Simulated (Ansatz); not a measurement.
# PbF2 (fluorite): equation of state and elastic constants

The task here is to estimate one member of a computed series from the others.

Method: DFT r²SCAN, scalar-relativistic, plane waves, PAW, in Ansatz 0.2.0.

### The structure to begin with

The structure is cubic, space group Fm-3m (No. 225). Conventional cell: a = 5.921 Å, b = 5.921 Å, c = 5.921 Å, α = 90.00°, β = 90.00°, γ = 90.00°. Pb (site symmetry m-3m) has 8 F at 2.56 Å as nearest neighbours. Around F (site symmetry -43m) lie 4 Pb at 2.56 Å.

Coordinates:

```
Pb F
1.0
     0.00000    2.96046    2.96046
     2.96046    0.00000    2.96046
     2.96046    2.96046    0.00000
Pb F
1 2
Cartesian
  0.0000 0.0000 0.0000
  1.4802 1.4802 1.4802
  4.4407 4.4407 4.4407
```

This cell comes from an earlier session at r²SCAN: 17.298 Å³/atom at 0.01 GPa, on a 8×8×8 mesh.

Volume factors to run: 0.980, 1.020, 0.960, 1.040, 1.070.

Set-up of the first run:

input.yaml reads:

```yaml
crystal:
  lattice:
    - [0.0, 2.9405897225, 2.9405897225]
    - [2.9405897225, 0.0, 2.9405897225]
    - [2.9405897225, 2.9405897225, 0.0]
  atoms:
    - { symbol: Pb, position: [0.0, 0.0, 0.0] }
    - { symbol: F, position: [0.25, 0.25, 0.25] }
    - { symbol: F, position: [0.75, 0.75, 0.75] }
basis:
  ecutwfc: 500
  ecutrho_ratio: 4
kpoints:
  mp_grid: { grid: [8, 8, 8] }
hamiltonian:
  xc: r2scan
scf:
  occupations: { method: gaussian, width: 0.05 }
output:
  forces: true
  stress: true
  eigenvalues: true
```

Launch:

```
$ ansatz run input.yaml --threads 4 --pin off --max-ram 7168MiB --backend cpu --events-out ev --progress --plain --runs-dir out
```

Among the steps run: Volume × 0.980; Volume × 1.020; Scaling the volume by 0.960; Scaling the volume by 1.040; Volume × 1.070.

One table of the session follows, with a row left open; its other results are not shown here.

| volume (Å³/atom) | energy (meV/atom) | pressure (GPa) | gap (eV) |
| --- | --- | --- | --- |
| 16.606 | 7.27 | 3.49 | 4.91 |
| 16.952 | 1.76 | 1.65 | 4.92 |
| 17.298 | 0.00 | 0.01 | 4.93 |
| 17.644 | 1.57 | -1.45 | 4.94 |
| 17.990 | ? | ? | ? |
| 18.508 | 17.86 | -4.44 | 4.94 |

Estimate the missing values for volume (Å³/atom) = 17.990.

Worked estimate for «energy (meV/atom)». A straight line through the neighbours (17.644, 1.57) and (18.508, 17.86) gives 1.57 + (17.86 − 1.57) × (17.990 − 17.644) / (18.508 − 17.644) = 8.09; a parabola fitted to 3 rows on both sides gives 5.97.

As computed: energy (meV/atom): 6.14; pressure (GPa): -2.75; gap (eV): 4.94. In «energy (meV/atom)» the line misses by +1.95 and the parabola by -0.17.

volume (Å³/atom), energy (meV/atom) and a bar:
```
    16.61        7.3 ############
    16.95        1.8 ###
    17.30        0.0 
    17.64        1.6 ###
    17.99        6.1 ##########
    18.51       17.9 ##############################
```

To keep in mind: Spin–orbit coupling is left out, though the cell holds Pb; in elements this heavy it can shift levels and gaps by tenths of an eV.
